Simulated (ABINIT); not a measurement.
# MnO (Fm-3m) in ABINIT: notebook, part 2 of 2

ABINIT 10.8.3 (patched build). Earlier steps stand in the parts before.

### Step 5. Relaxation of cell and atoms, LDA, collinear spin, ferromagnetic start

The input, run.abi:

```
pp_dirpath "./"
pseudos "Mn.LDA_PW-JTH.xml, O.LDA_PW-JTH.xml"

acell 3*1.0 Angstrom
rprim
     0.0000000000     2.2239077028     2.2239077028
     2.2239077028     0.0000000000     2.2239077028
     2.2239077028     2.2239077028     0.0000000000
ntypat 2
znucl 25 8
natom 2
typat 1 2
chkprim 0
chksymtnons 0
tolsym 1.0e-6
xred
            0.0            0.0            0.0
            1/2            1/2            1/2

ecut 26.0
pawecutdg 48.0
ecutsm 0.5

kptopt 1
ngkpt 8 8 8
nshiftk 1
shiftk 0.0 0.0 0.0

ixc 7

nband 16
occopt 3
tsmear 0.05 eV

nsppol 2
spinat
     0.0000000000     0.0000000000     4.0000000000
     0.0000000000     0.0000000000     0.0000000000

nstep 80
tolvrs 1.0e-10

iomode 3
prteig 0
prtebands 0
prtwf 0
prtden 0

ionmov 2
optcell 2
ntime 50
tolmxf 2.0e-5
dilatmx 1.08
```

Potentials or basis: JTH PAW LDA v2.0.

Started as:

```bash
$ mpirun --bind-to none -np 4 abinit run.abi > log 2>&1
```

run.abo:

```text
.Version 10.8.3 of ABINIT
 Symmetries : space group Fm -3 m (#225); Bravais cF (face-center cubic)
================================================================================
 Values of the parameters that define the memory need of the present run
     intxc =       0    ionmov =       2      iscf =      17    lmnmax =      18
     lnmax =       6     mgfft =      30  mpssoang =       3    mqgrid =    3001
     natom =       2  nloc_mem =       2    nspden =       2   nspinor =       1
    nsppol =       2      nsym =      48    n1xccc =       1    ntypat =       2
    occopt =       3   xclevel =       1
       mpw =        1209          nfft =       27000          nkpt =          29
Pmy_natom=         1
 PAW method is used; the additional fine FFT grid is defined by:
   mgfftf=        45    nfftf =     91125
================================================================================
================================================================================

--------------------------------------------------------------------------------
------------- Echo of variables that govern the present computation ------------
--------------------------------------------------------------------------------
 -outvars: echo values of preprocessed input variables --------
            acell      1.8897261259E+00  1.8897261259E+00  1.8897261259E+00 Bohr
              amu      5.49380500E+01  1.59994000E+01
          chkprim           0
      chksymtnons           0
          dilatmx      1.08000000E+00
             ecut      2.60000000E+01 Hartree
           ecutsm      5.00000000E-01 Hartree
           ionmov           2
              ixc           7
[... 821 lines left out ...]
internal            : -1.21078967248657E+02
'-kT*entropy'       : -3.65859620480181E-04
total_energy_dc     : -1.21079333108277E+02
total_energy_dc_eV  : -3.29473649961513E+03
...

--- !EnergyTermsWithPAWCore
iteration_state     : {dtset: 1, itime: 6, icycle: 1, }
comment             : 'Components of total free energy, including PAW core contributions'
Total energy        : -1.23134056748198E+03
Total energy DC     : -1.23134056686419E+03
Total energy (eV)   : -3.35064837820975E+04
Total energy DC (eV): -3.35064837652867E+04
...

 Cartesian components of stress tensor (hartree/bohr^3)
  sigma(1 1)=  1.60821980E-08  sigma(3 2)=  0.00000000E+00
  sigma(2 2)=  1.60821980E-08  sigma(3 1)=  0.00000000E+00
  sigma(3 3)=  1.60821980E-08  sigma(2 1)=  0.00000000E+00

-Cartesian components of stress tensor (GPa)         [Pressure= -4.7315E-04 GPa]
- sigma(1 1)=  4.73154602E-04  sigma(3 2)=  0.00000000E+00
- sigma(2 2)=  4.73154601E-04  sigma(3 1)=  0.00000000E+00
- sigma(3 3)=  4.73154601E-04  sigma(2 1)=  0.00000000E+00

== END DATASET(S) ==============================================================
================================================================================

 -outvars: echo values of variables after computation  --------
            acell      5.6252695177E+00  5.6252695177E+00  5.6252695177E+00 Bohr
           etotal     -1.2107933311E+02
            fcart     -0.0000000000E+00 -0.0000000000E+00 -0.0000000000E+00
                      -0.0000000000E+00 -0.0000000000E+00 -0.0000000000E+00
            rprim      0.0000000000E+00  7.0710678119E-01  7.0710678119E-01
                       7.0710678119E-01  0.0000000000E+00  7.0710678119E-01
                       7.0710678119E-01  7.0710678119E-01  0.0000000000E+00
           strten      1.6082198039E-08  1.6082198018E-08  1.6082198018E-08
                       0.0000000000E+00  0.0000000000E+00  0.0000000000E+00
           xangst      0.0000000000E+00  0.0000000000E+00  0.0000000000E+00
                       2.1048903158E+00  2.1048903158E+00  2.1048903158E+00
             xred      0.0000000000E+00  0.0000000000E+00  0.0000000000E+00
                       5.0000000000E-01  5.0000000000E-01  5.0000000000E-01
 Calculation completed.
```

Run time: 55 s. Hardware: 4 MPI ranks of Arm Neoverse V2, shared host; peak memory 0.44 GiB.

Results:

| Item | Value |
| --- | --- |
| Free energy | -3294.7365 eV |
| Relaxed volume | 9.33 Å³/atom |
| Relaxed cell | a = 2.977 Å, b = 2.977 Å, c = 2.977 Å, α = 60.00°, β = 60.00°, γ = 60.00° |
| Space group after relaxing (to 0.05 Å) | Fm-3m (No. 225) |
| Energy gained by relaxing | 92.4 meV/atom |
| Ionic steps | 6 |
| Pressure after relaxing | 0.0 GPa |
| Band gap on the k mesh | none (metal or under the smearing width) |
| Net moment | 3.93 μB per cell |
| Site moments | Mn +3.56; O +0.14 μB |

Step by step:
| step | energy change (eV) | largest force (eV/Å) | pressure (GPa) | volume (Å³) |
| --- | --- | --- | --- | --- |
| 1 | 0.0000 | 0.0000 | -15.60 | 22.00 |
| 2 | -0.0837 | 0.0000 | -11.07 | 20.96 |
| 3 | -0.1830 | 0.0000 | -2.17 | 18.92 |
| 4 | -0.1841 | 0.0000 | 1.44 | 18.49 |
| 5 | -0.1848 | 0.0000 | -0.06 | 18.66 |
| 6 | -0.1848 | 0.0000 | 0.00 | 18.65 |

Final structure:
```xyz
2
Lattice="0.0000 2.1049 2.1049 2.1049 0.0000 2.1049 2.1049 2.1049 0.0000" Properties=species:S:1:pos:R:3 pbc="T T T"
Mn    0.0000    0.0000    0.0000
O     2.1049    2.1049    2.1049
```

Caveat: the volume moved by over 15 % at a fixed basis, so the end points are rough; a cell with one magnetic atom can't hold antiferromagnetic order, which such compounds often take; semilocal functionals often make such compounds metallic where correlation or magnetic order opens a gap, which also shifts bond lengths. With open d or f shells a metallic result of LDA can be an artefact of self-interaction; +U or a hybrid may open a gap.

### Step 6. Overview

```tsv
task	level	potentials or basis	cell	cutoff (eV)	cell freedom (optcell)	optimiser (ionmov)	cutoff smearing ecutsm (Ha)	force stop (Ha/bohr)	fine-grid cutoff	gap on the mesh (eV)	pressure (GPa)	moment (μB)	relaxed volume (Å³/atom)
relaxation of cell and atoms	LDA	PseudoDojo NC SR LDA v0.4.1 standard	relaxed	1306	2	2	0.5	2e-05	-	none	0.0	3.99	9.31
single point	LDA	PseudoDojo NC SR LDA v0.4.1 standard	cell relaxed	1306	-	-	-	-	-	none	0.0	3.99	-
single point	PBEsol	PseudoDojo NC SR PBEsol v0.4.1 standard	as given	1143	-	-	-	-	-	none	-8.4	4.81	-
relaxation of cell and atoms	LDA	JTH PAW LDA v2.0	relaxed	707	2	2	0.5	2e-05	1306.15 eV	none	0.0	3.93	9.33
```

Alike in all rows: spin collinear, ferromagnetic start; k mesh 8 × 8 × 8; smearing fermi-dirac 0.05 eV.

Caveats: a cell with one magnetic atom can't hold antiferromagnetic order, which such compounds often take; semilocal functionals often make such compounds metallic where correlation or magnetic order opens a gap, which also shifts bond lengths; the volume moved by over 15 % at a fixed basis, so the end points are rough (some runs).

Absolute energies hang on the potentials; compare differences alone.
